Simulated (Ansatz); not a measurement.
## Ionic part of the dielectric constant of AlP at 16 GPa, mode by mode

All numbers below come from DFT PBEsol, scalar-relativistic, plane waves, PAW in Ansatz 0.2.0. Cutoff 420 eV, 10×10×10 k-points (Γ-centred), fixed occupations. No spin polarisation. Phonons by linear response, acoustic sum rule imposed.

Symmetry: F-43m, No. 216, cubic system. The conventional cell has a = 5.223 Å, b = 5.223 Å, c = 5.223 Å, α = 90.00°, β = 90.00°, γ = 90.00°. Around Al (site symmetry -43m) lie 4 P at 2.26 Å. Around P (site symmetry -43m) lie 4 Al at 2.26 Å.

The primitive cell has V = 35.62 Å³ and ε∞,yy = 8.287. Each polar mode adds Δε = (4.92064×10⁷/V)·S/ν² along y, with S its oscillator strength in e²/amu, ν in cm⁻¹ and V in Å³.

Q: From these modes, find each Δε and ε0,yy.
| ν (cm⁻¹) | S_yy (e²/amu) |
| --- | --- |
| 512.0 | 0.3216 |

A:
```json
{"ν (cm⁻¹)": "512.0", "Δε": "1.69"}
```

The sum is 1.695, so ε0,yy = 9.98; the run's tensor has 9.98.

Q: Where do the longitudinal modes lie for a wave vector along y?

A: At 562 cm⁻¹. The Lyddane–Sachs–Teller product Π(ν_LO/ν_TO)² = 1.20 matches ε0/ε∞ = 1.20.

Cost: 1 run of about 0.7 core-minutes, on Arm Neoverse V1 (shared hosts).

The static dielectric response of zincblende AlP at this pressure is mainly electronic: the lattice adds only 1.695 to an ε∞ of 8.287. This fits a polar-covalent sp³ network, where the modest electronegativity difference limits the dipole created when the Al and P sublattices move against each other, and stiff bonds keep that displacement small. The same stiffness appears in the S/ν² form of the ionic term through the high transverse frequency; it is not a separate suppression.

Cubic symmetry makes the single polar mode triply degenerate, so the yy result holds for every direction. The macroscopic field lifts the longitudinal branch from 512.0 to 562 cm⁻¹, a moderate splitting because the electrons screen the ionic dipoles strongly. ε∞ is probably somewhat too large, as semilocal functionals underestimate the gap, which would also make the splitting slightly too small. The Lyddane–Sachs–Teller agreement confirms internal consistency, not accuracy against experiment. Since AlP is known to transform to a NiAs-type phase under compression, these zone-centre modes don't establish that zincblende is the stable structure here.
